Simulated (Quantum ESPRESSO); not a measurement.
Set up this calculation in Quantum ESPRESSO 7.5, as an ASE script.

| Property | Result |
| --- | --- |
| Task | relaxation of cell and atoms |
| Functional | PBE |
| Dispersion | D4 |
| Potentials or basis | PseudoDojo 0.4.1 SR PBE standard |
| Cutoff | 1007 eV |
| Density cutoff | 4027 eV |
| k mesh | 9 × 9 × 9 |
| Occupations | fermi-dirac, width 0.05 eV |
| Spin | no spin polarisation |
| ASE optimiser | FIRE |
| Dispersion computed by | dftd4 4.3.1 through ASE |
| Mixing beta | 0.5 |
| Most SCF iterations | 120 |
| SCF threshold | 4e-10 Ry |

The structure of LiCl lies in LiCl.cif:

```cif
data_LiCl
_cell_length_a 5.12954000
_cell_length_b 5.12954000
_cell_length_c 5.12954000
_cell_angle_alpha 90.00000000
_cell_angle_beta 90.00000000
_cell_angle_gamma 90.00000000
_space_group_name_H-M_alt 'Fm-3m'
_space_group_name_Hall '-F 4 2 3'
_space_group_IT_number 225
loop_
_space_group_symop_operation_xyz
'x,y,z'
'-x,-y,-z'
'-y,x,z'
'y,-x,-z'
'-x,-y,z'
'x,y,-z'
'y,-x,z'
'-y,x,-z'
'x,-y,-z'
'-x,y,z'
'-y,-x,-z'
'y,x,z'
'-x,y,-z'
'x,-y,z'
'y,x,-z'
'-y,-x,z'
'z,x,y'
'-z,-x,-y'
'z,-y,x'
'-z,y,-x'
'z,-x,-y'
'-z,x,y'
'z,y,-x'
'-z,-y,x'
'-z,x,-y'
'z,-x,y'
'-z,-y,-x'
'z,y,x'
'-z,-x,y'
'z,x,-y'
'-z,y,x'
'z,-y,-x'
'y,z,x'
'-y,-z,-x'
'x,z,-y'
'-x,-z,y'
'-y,z,-x'
'y,-z,x'
'-x,z,y'
'x,-z,-y'
'-y,-z,x'
'y,z,-x'
'-x,-z,-y'
'x,z,y'
'y,-z,-x'
'-y,z,x'
'x,-z,y'
'-x,z,-y'
'x,y+1/2,z+1/2'
'-x,-y+1/2,-z+1/2'
'-y,x+1/2,z+1/2'
'y,-x+1/2,-z+1/2'
'-x,-y+1/2,z+1/2'
'x,y+1/2,-z+1/2'
'y,-x+1/2,z+1/2'
'-y,x+1/2,-z+1/2'
'x,-y+1/2,-z+1/2'
'-x,y+1/2,z+1/2'
'-y,-x+1/2,-z+1/2'
'y,x+1/2,z+1/2'
'-x,y+1/2,-z+1/2'
'x,-y+1/2,z+1/2'
'y,x+1/2,-z+1/2'
'-y,-x+1/2,z+1/2'
'z,x+1/2,y+1/2'
'-z,-x+1/2,-y+1/2'
'z,-y+1/2,x+1/2'
'-z,y+1/2,-x+1/2'
'z,-x+1/2,-y+1/2'
'-z,x+1/2,y+1/2'
'z,y+1/2,-x+1/2'
'-z,-y+1/2,x+1/2'
'-z,x+1/2,-y+1/2'
'z,-x+1/2,y+1/2'
'-z,-y+1/2,-x+1/2'
'z,y+1/2,x+1/2'
'-z,-x+1/2,y+1/2'
'z,x+1/2,-y+1/2'
'-z,y+1/2,x+1/2'
'z,-y+1/2,-x+1/2'
'y,z+1/2,x+1/2'
'-y,-z+1/2,-x+1/2'
'x,z+1/2,-y+1/2'
'-x,-z+1/2,y+1/2'
'-y,z+1/2,-x+1/2'
'y,-z+1/2,x+1/2'
'-x,z+1/2,y+1/2'
'x,-z+1/2,-y+1/2'
'-y,-z+1/2,x+1/2'
'y,z+1/2,-x+1/2'
'-x,-z+1/2,-y+1/2'
'x,z+1/2,y+1/2'
'y,-z+1/2,-x+1/2'
'-y,z+1/2,x+1/2'
'x,-z+1/2,y+1/2'
'-x,z+1/2,-y+1/2'
'x+1/2,y,z+1/2'
'-x+1/2,-y,-z+1/2'
'-y+1/2,x,z+1/2'
'y+1/2,-x,-z+1/2'
'-x+1/2,-y,z+1/2'
'x+1/2,y,-z+1/2'
'y+1/2,-x,z+1/2'
'-y+1/2,x,-z+1/2'
'x+1/2,-y,-z+1/2'
'-x+1/2,y,z+1/2'
'-y+1/2,-x,-z+1/2'
'y+1/2,x,z+1/2'
'-x+1/2,y,-z+1/2'
'x+1/2,-y,z+1/2'
'y+1/2,x,-z+1/2'
'-y+1/2,-x,z+1/2'
'z+1/2,x,y+1/2'
'-z+1/2,-x,-y+1/2'
'z+1/2,-y,x+1/2'
'-z+1/2,y,-x+1/2'
'z+1/2,-x,-y+1/2'
'-z+1/2,x,y+1/2'
'z+1/2,y,-x+1/2'
'-z+1/2,-y,x+1/2'
'-z+1/2,x,-y+1/2'
'z+1/2,-x,y+1/2'
'-z+1/2,-y,-x+1/2'
'z+1/2,y,x+1/2'
'-z+1/2,-x,y+1/2'
'z+1/2,x,-y+1/2'
'-z+1/2,y,x+1/2'
'z+1/2,-y,-x+1/2'
'y+1/2,z,x+1/2'
'-y+1/2,-z,-x+1/2'
'x+1/2,z,-y+1/2'
'-x+1/2,-z,y+1/2'
'-y+1/2,z,-x+1/2'
'y+1/2,-z,x+1/2'
'-x+1/2,z,y+1/2'
'x+1/2,-z,-y+1/2'
'-y+1/2,-z,x+1/2'
'y+1/2,z,-x+1/2'
'-x+1/2,-z,-y+1/2'
'x+1/2,z,y+1/2'
'y+1/2,-z,-x+1/2'
'-y+1/2,z,x+1/2'
'x+1/2,-z,y+1/2'
'-x+1/2,z,-y+1/2'
'x+1/2,y+1/2,z'
'-x+1/2,-y+1/2,-z'
'-y+1/2,x+1/2,z'
'y+1/2,-x+1/2,-z'
'-x+1/2,-y+1/2,z'
'x+1/2,y+1/2,-z'
'y+1/2,-x+1/2,z'
'-y+1/2,x+1/2,-z'
'x+1/2,-y+1/2,-z'
'-x+1/2,y+1/2,z'
'-y+1/2,-x+1/2,-z'
'y+1/2,x+1/2,z'
'-x+1/2,y+1/2,-z'
'x+1/2,-y+1/2,z'
'y+1/2,x+1/2,-z'
'-y+1/2,-x+1/2,z'
'z+1/2,x+1/2,y'
'-z+1/2,-x+1/2,-y'
'z+1/2,-y+1/2,x'
'-z+1/2,y+1/2,-x'
'z+1/2,-x+1/2,-y'
'-z+1/2,x+1/2,y'
'z+1/2,y+1/2,-x'
'-z+1/2,-y+1/2,x'
'-z+1/2,x+1/2,-y'
'z+1/2,-x+1/2,y'
'-z+1/2,-y+1/2,-x'
'z+1/2,y+1/2,x'
'-z+1/2,-x+1/2,y'
'z+1/2,x+1/2,-y'
'-z+1/2,y+1/2,x'
'z+1/2,-y+1/2,-x'
'y+1/2,z+1/2,x'
'-y+1/2,-z+1/2,-x'
'x+1/2,z+1/2,-y'
'-x+1/2,-z+1/2,y'
'-y+1/2,z+1/2,-x'
'y+1/2,-z+1/2,x'
'-x+1/2,z+1/2,y'
'x+1/2,-z+1/2,-y'
'-y+1/2,-z+1/2,x'
'y+1/2,z+1/2,-x'
'-x+1/2,-z+1/2,-y'
'x+1/2,z+1/2,y'
'y+1/2,-z+1/2,-x'
'-y+1/2,z+1/2,x'
'x+1/2,-z+1/2,y'
'-x+1/2,z+1/2,-y'
loop_
_atom_site_label
_atom_site_type_symbol
_atom_site_symmetry_multiplicity
_atom_site_Wyckoff_symbol
_atom_site_fract_x
_atom_site_fract_y
_atom_site_fract_z
_atom_site_occupancy
Cl1 Cl 4 b 0.5000000000 0.0000000000 0.0000000000 1
Li1 Li 4 a 0.0000000000 0.0000000000 0.0000000000 1
```

One way to write it, as run:

run.py

```python
import numpy as np
from ase.calculators.espresso import Espresso, EspressoProfile
import spglib
from ase import Atoms
from ase.io import read

atoms = read('LiCl.cif')
cell, pos, num = spglib.standardize_cell((atoms.cell[:], atoms.get_scaled_positions(), atoms.numbers), to_primitive=True, symprec=1e-4)
atoms = Atoms(numbers=num, cell=cell, scaled_positions=pos, pbc=True)

input_data = {
    'control': {'calculation': 'scf', 'prefix': 'pwscf', 'outdir': './tmp', 'tprnfor': True, 'tstress': True, 'disk_io': 'low'},
    'system': {'ecutwfc': 74.0, 'nbnd': 10, 'occupations': 'smearing', 'smearing': 'fd', 'degauss': 0.00367493},
    'electrons': {'conv_thr': 4e-10, 'electron_maxstep': 120, 'mixing_beta': 0.5},
}
pseudopotentials = {'Li': 'Li.upf', 'Cl': 'Cl.upf'}
profile = EspressoProfile(command='pw.x', pseudo_dir='pseudo')
dft = Espresso(profile=profile, input_data=input_data, pseudopotentials=pseudopotentials, kpts=(9, 9, 9), koffset=(0, 0, 0))
from ase.calculators.mixing import SumCalculator
from dftd4.ase import DFTD4
d4 = DFTD4(method='pbe')
atoms.calc = SumCalculator([dft, d4])

from ase.optimize import FIRE
from ase.filters import FrechetCellFilter
done = FIRE(FrechetCellFilter(atoms), trajectory='opt.traj').run(fmax=0.02, steps=30)
print('converged', done)
print('cell (A)', np.round(atoms.cell.cellpar(), 5))
print(f'energy {atoms.get_potential_energy():.8f} eV')
print('forces (eV/A)')
print(np.round(atoms.get_forces(), 6))
print('stress (eV/A^3, Voigt)')
print(np.round(atoms.get_stress(), 8))
print(f'Fermi level {dft.get_fermi_level():.4f} eV')
print(f'D4 part {d4.get_potential_energy(atoms):.8f} eV')
atoms.write('final.traj')
```

Potentials or basis: PseudoDojo 0.4.1 SR PBE standard.

Launch:

```console
$ OMP_NUM_THREADS=1 python run.py
```

It gave:

```yaml
Relaxed_volume: 16.49 Å³/atom
Relaxed_cell: a = 3.600 Å, b = 3.600 Å, c = 3.600 Å, α = 60.00°, β = 60.00°, γ = 60.00°
Space_group_after_relaxing_to_0.05_Å: Fm-3m (No. 225)
Energy_gained_by_relaxing: 1.0 meV/atom
Ionic_steps: 7
Pressure_after_relaxing: -0.1 GPa
Band_gap_on_the_k_mesh: 6.46 eV, direct
Dispersion_energy_per_atom: -0.125 eV
```

Caveat: an odd mesh through Γ misses points on the zone boundary, where band edges often lie.

Wall time 83 s on 1 thread of Arm Neoverse V2, with other jobs on the host, peak memory 0.09 GiB.
